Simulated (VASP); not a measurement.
# Cu in VASP: notebook, part 2 of 2

VASP 6.6.1.

**4. Single point, LDA**

INCAR reads:

```
SYSTEM = Cu
  PREC = Accurate
  ENCUT = 520
  EDIFF = 1E-7
  ISMEAR = 1
  SIGMA = 0.1
  LREAL = .False.
  LASPH = .True.
  NELM = 80
  ALGO = Normal
  ISIF = 2
  LWAVE = .False.
  LCHARG = .False.
  LDIPOL = .True.
  IDIPOL = 3
  DIPOL = 0.5 0.5 0.500
  LVHAR = .True.
  LVACPOTAV = .True.
  ICORELEVEL = 1
  KPAR = 4
```

KPOINTS reads:

```
regular mesh
0
Gamma
  18 18 1
  0 0 0
```

POSCAR reads:

```
Cu                                      
1.0
    2.4924085700      0.0000000000      0.0000000000
   -1.2462042800      2.1584891400      0.0000000000
    0.0000000000      0.0000000000     27.2102584400
  Cu            
     7
Direct
     0.6666666699999979    0.3333333300000021    0.2766838336569822
     0.3333333300000021    0.6666666699999979    0.3507071690427970
     0.0000000000000000    0.0000000000000000    0.4251877417717279
     0.6666666699999979    0.3333333300000021    0.5000000000000000
     0.3333333300000021    0.6666666699999979    0.5748122582282723
     0.0000000000000000    0.0000000000000000    0.6492928309572029
     0.6666666699999979    0.3333333300000021    0.7233161663430179
```

Potentials or basis: VASP PAW LDA potentials, release 64 (Cu).

Launch:

```bash
$ cat potpaw_LDA.64/Cu/POTCAR > POTCAR
$ mpirun -np 4 vasp_std > vasp.out
```

OUTCAR:

```text
SYSTEM = Cu
   PREC = Accurate
   ENCUT = 520
   EDIFF = 1E-7
   ISMEAR = 1
   LREAL = .False.
   LASPH = .True.
   NELM = 80
   ISIF = 2

 ion  position               nearest neighbor table
   1  0.667  0.333  0.277-   2 2.48   2 2.48   2 2.48
   2  0.333  0.667  0.351-   1 2.48   1 2.48   1 2.48   3 2.49   3 2.49   3 2.49
   3  0.000  0.000  0.425-   2 2.49   2 2.49   2 2.49   4 2.49   4 2.49   4 2.49
   4  0.667  0.333  0.500-   3 2.49   5 2.49   5 2.49   3 2.49   3 2.49   5 2.49
   5  0.333  0.667  0.575-   6 2.49   6 2.49   6 2.49   4 2.49   4 2.49   4 2.49
   6  0.000  0.000  0.649-   7 2.48   7 2.48   7 2.48   5 2.49   5 2.49   5 2.49
   7  0.667  0.333  0.723-   6 2.48   6 2.48   6 2.48

  LATTYP: Found a hexagonal cell.
 ALAT       =     2.4924085700
 C/A-ratio  =    10.9172544050

  Lattice vectors:

 A1 = (   2.4924085700,   0.0000000000,   0.0000000000)
 A2 = (  -1.2462042800,   2.1584891400,   0.0000000000)
 A3 = (   0.0000000000,   0.0000000000,  27.2102584400)

Analysis of symmetry for initial positions (statically):
=====================================================================
 Subroutine PRICEL returns:
 Original cell was already a primitive cell.
[... 213 lines left out ...]
      2      -7.3622      2.00000
      3      -6.5426      2.00000
      4      -5.5036      2.00000
      5      -4.4854      2.00000
      6      -3.8394      2.00000
[... 1165 lines left out ...]
     45       7.8646      0.00000
     46       8.5015      0.00000

 [... further k-points ...]

------------------------ aborting loop because EDIFF is reached ----------------------------------------

  FORCE on cell =-STRESS in cart. coord.  units (eV):
  Direction    XX          YY          ZZ          XY          YZ          ZX
  --------------------------------------------------------------------------------------
  -------------------------------------------------------------------------------------
  Total       -1.4275965     -1.4275965     -0.2193031     -0.0000000      0.0000000     -0.0000000
  in kB      -15.6247935    -15.6247935     -2.4002345     -0.0000000      0.0000000     -0.0000000
  external PRESSURE =     -11.2166071 kB  Pullay stress =       0.0000000 kB

 VOLUME and BASIS-vectors are now :
 -----------------------------------------------------------------------------
  energy-cutoff  :      520.00
  volume of cell :      146.39
      direct lattice vectors                 reciprocal lattice vectors
     2.492408570  0.000000000  0.000000000     0.401218328  0.231643509  0.000000000
    -1.246204280  2.158489140  0.000000000     0.000000000  0.463287019  0.000000000
     0.000000000  0.000000000 27.210258440     0.000000000  0.000000000  0.036750845

 POSITION                                       TOTAL-FORCE (eV/Angst)
 -----------------------------------------------------------------------------------
      1.24620      0.71950      7.52864        -0.000000      0.000000      0.006612
     -0.00000      1.43899      9.54283        -0.000000     -0.000000      0.006186
      0.00000      0.00000     11.56947        -0.000000     -0.000000      0.011585
      1.24620      0.71950     13.60513         0.000000     -0.000000     -0.000000
     -0.00000      1.43899     15.64079         0.000000     -0.000000     -0.011585
      0.00000      0.00000     17.66743         0.000000      0.000000     -0.006186
      1.24620      0.71950     19.68162         0.000000     -0.000000     -0.006612
 -----------------------------------------------------------------------------------
    total drift:                               -0.000001      0.000001      0.000069

  FREE ENERGIE OF THE ION-ELECTRON SYSTEM (eV)
  ---------------------------------------------------
  free  energy   TOTEN  =       -31.7549167291 eV

  energy  without entropy=      -31.7491410491  energy(sigma->0) =      -31.75299150

 vacuum level on the upper side and lower side of the slab         7.125         7.125
```

stdout:

```text
POSCAR found type information on POSCAR Cu
 POSCAR found :  1 types and       7 ions
 scaLAPACK will be used
 LDA part: xc-table for (Slater(with rela. corr.)+CA(PZ))
 , standard interpolation
 POSCAR, INCAR and KPOINTS ok, starting setup
 FFT: planning ... GRIDC
 FFT: planning ... GRID_SOFT
 FFT: planning ... GRID
 WAVECAR not read
 entering main loop
 -----------------------------------------------------------------------------
|                                                                             |
|           W    W    AA    RRRRR   N    N  II  N    N   GGGG   !!!           |
|           W    W   A  A   R    R  NN   N  II  NN   N  G    G  !!!           |
|           W    W  A    A  R    R  N N  N  II  N N  N  G       !!!           |
|           W WW W  AAAAAA  RRRRR   N  N N  II  N  N N  G  GGG   !            |
|           WW  WW  A    A  R   R   N   NN  II  N   NN  G    G                |
|           W    W  A    A  R    R  N    N  II  N    N   GGGG   !!!           |
|                                                                             |
|     Did not find any points to average over, which means that no vacuum     |
|     field-free region was found. Please increase the size of  your cell     |
|     in the dimension of the dipole correction to obtain accurate            |
|     workfunction values.                                                    |
|                                                                             |
 -----------------------------------------------------------------------------
```

Wall time 3.1 min (4 MPI ranks of Intel Xeon Platinum 8259CL at 2.50GHz (Skylake/Cascade Lake), shared host); peak memory 0.32 GiB.

What came out:

- Free energy: -31.7549 eV
- Largest force: 0.012 eV/Å
- Band gap on the k mesh: none (metal or under the smearing width)
- Work function of the upper face: 5.21 eV
- Work function of the lower face: 5.21 eV

Forces on the atoms (eV/Å):
```
Cu   0.000  0.000  0.007
Cu   0.000  0.000  0.006
Cu   0.000  0.000  0.012
Cu   0.000  0.000  0.000
Cu   0.000  0.000 -0.012
Cu   0.000  0.000 -0.006
Cu   0.000  0.000 -0.007
```

Core levels (eV, on the scale of the bands):
| atom | levels |
| --- | --- |
| 1 Cu | 1s -8802.9, 2s -1054.4, 2p -911.5, 3s -109.5, 3p -67.5 |
| 2 Cu | 1s -8803.2, 2s -1054.7, 2p -911.9, 3s -109.8, 3p -67.8 |
| 3 Cu | 1s -8803.2, 2s -1054.7, 2p -911.9, 3s -109.8, 3p -67.8 |
| 4 Cu | 1s -8803.2, 2s -1054.8, 2p -911.9, 3s -109.8, 3p -67.8 |
| 5 Cu | 1s -8803.2, 2s -1054.7, 2p -911.9, 3s -109.8, 3p -67.8 |
| 6 Cu | 1s -8803.2, 2s -1054.7, 2p -911.9, 3s -109.8, 3p -67.8 |
